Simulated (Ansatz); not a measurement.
Cubic perovskite BaSnO₃, treated with HSE06 in Ansatz (PAW).

From the output:

```
WARN output.stress: scf.exx.energy_threshold = 1e-6 eV is looser than the 5e-8 eV advised for a stress under a hybrid functional (1e-8 eV for each atom of the …
Crystal: 5 atoms, lattice volume = 69.731 Å³
Basis set: ecut = 460 eV, 1551 PW (Γ), exchange–correlation on 60×60×60 points (8 copies of the dense FFT grid, shifted against one another)
Bands: 26, of which v1, the nominal top of the filled ones, is band 21 counted from 1 (20 counted from 0)
Symmetry: 48 space group operations
Space group: Pm-3m (ITA 221), of the structure as read, at distance tolerance 4.1e-5 Å
k-points: 20 of 216
SCF iter   1: F=—  HF=-13679.448082 eV  |F-HF|=—  |Δ(HF+E_count)|=         —  Δρ=1.47e-3  dr2=9.22e-4
SCF iter   2: F=-13679.450244 eV  HF=-13679.450112 eV  |F-HF|=1.32e-4  |Δ(HF+E_count)|=   2.03e-3  Δρ=5.76e-4  dr2=6.56e-5
Crystal: 5 atoms, lattice volume = 69.731 Å³
Initial density: handed on by an earlier stage of this run
  ...
Crystal: 5 atoms, lattice volume = 69.731 Å³
SCF iter   6: F=—  HF=-13687.995699 eV  |F-HF|=—  |Δ(HF+E_count)|=   2.95e-8  Δρ=1.34e-6  dr2=7.09e-10
SCF iter   7: F=-13687.995699 eV  HF=-13687.995699 eV  |F-HF|=2.91e-11  |Δ(HF+E_count)|=  2.86e-10  Δρ=3.39e-7  dr2=1.58e-10
SCF 3 converged in 7 iterations: F = -13687.995699 eV  dr2 = 1.58e-10
Free energy (F): -13687.995698 eV
Internal energy: -13687.995698 eV  (E = F + TS)
E sigma→0 (E₀):  -13687.995698 eV
Fermi energy:    10.413169 eV
--- Forces (eV/Å), atoms counted from 1 ---
  atom   1  Ba    -0.00000000     0.00000000     0.00000000
  atom   2  Sn     0.00000000     0.00000000    -0.00000000
  atom   3  O      0.00000000    -0.00000000     0.00000000
  atom   4  O      0.00000000     0.00000000     0.00000000
  atom   5  O      0.00000000    -0.00000000     0.00000000
--- Stress (GPa, compression-positive) ---
        0.647049       0.000000       0.000000
        0.000000       0.647049      -0.000000
        0.000000      -0.000000       0.647049
  P = ⅓ Tr σ = 0.6470 GPa (6.470 kbar)
```

Write an input file that could have produced this run (the log leaves some choices open).

This is not unique; one that fits is 
Ansatz 0.2 input:
```yaml
crystal:
  lattice:
    - [4.116, 0.0, 0.0]
    - [0.0, 4.116, 0.0]
    - [0.0, 0.0, 4.116]
  atoms:
    - { symbol: Ba, position: [0.0, 0.0, 0.0] }
    - { symbol: Sn, position: [0.5, 0.5, 0.5] }
    - { symbol: O, position: [0.5, 0.0, 0.5] }
    - { symbol: O, position: [0.0, 0.5, 0.5] }
    - { symbol: O, position: [0.5, 0.5, 0.0] }
basis:
  ecutwfc: 460
  ecutrho_ratio: 4
  xc_grid: 2
kpoints:
  mp_grid: { grid: [6, 6, 6] }
hamiltonian:
  xc: hse06
  dispersion: none
  pseudopotentials: { kind: paw }
scf:
  occupations: { method: fermi_dirac, width: 0.01 }
  convergence: { dr2_threshold: 0.0000000005 }
output:
  forces: true
  stress: true
  eigenvalues: true
```

The PAW data were made under PBE.

Note: cell and atoms aren't relaxed at this level (pressure 0.6 GPa).

Computing time: roughly 3 core-minutes.

Ansatz is a quantum-chemistry and plane-wave program.
